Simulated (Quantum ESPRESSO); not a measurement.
**CuAu under changes of volume**

One of the cells (15.351 Å³/atom); the others are scaled copies at fixed shape and fractional positions:

```
CELL_PARAMETERS angstrom
1.44306 0.83315 4.25617
-1.44306 0.83315 4.25617
0.00000 -1.66630 4.25617
ATOMIC_POSITIONS crystal
Au 0.00000 0.00000 0.00000
Cu 0.50000 0.50000 0.50000
```

The cell comes from a database or a generator and needn't be the stable form of this composition.

```yaml
Program: Quantum ESPRESSO 7.5
Functional: LDA
Potentials_or_basis: GBRV 1.5 LDA
Cutoff: 762 eV
Density_cutoff: 6095 eV
k_mesh: 11 × 11 × 11
Occupations: fermi-dirac, width 0.05 eV
Spin: no spin polarisation
```

```tsv
volume (Å³/atom)	energy over the lowest point (meV/atom)	pressure (GPa)
14.430	0.00	-4.6
14.737	11.60	-7.8
15.044	28.93	-10.6
15.351	?	?
15.658	77.84	-15.1
15.965	108.14	-16.9
16.272	141.66	-18.5
```

**Question.** What does the run at 15.351 Å³/atom give?

**Answer.** Energy over the lowest point 51.23 meV/atom; pressure -13.0 GPa.

Worked out: A Birch-Murnaghan fit of order 3 (a polynomial in V^(-2/3)) to the other rows has its minimum at 14.07 Å³/atom, just outside them, with B0 = V·E''(V) = 186 GPa and B' = 5.4 at fixed shape and positions, which overstates the stiffness. It gives 51.23 meV/atom at 15.351 Å³/atom, against the run's 51.23, and -dE/dV = -12.8 GPa, against -13.0.

Energies are extrapolated to zero smearing.
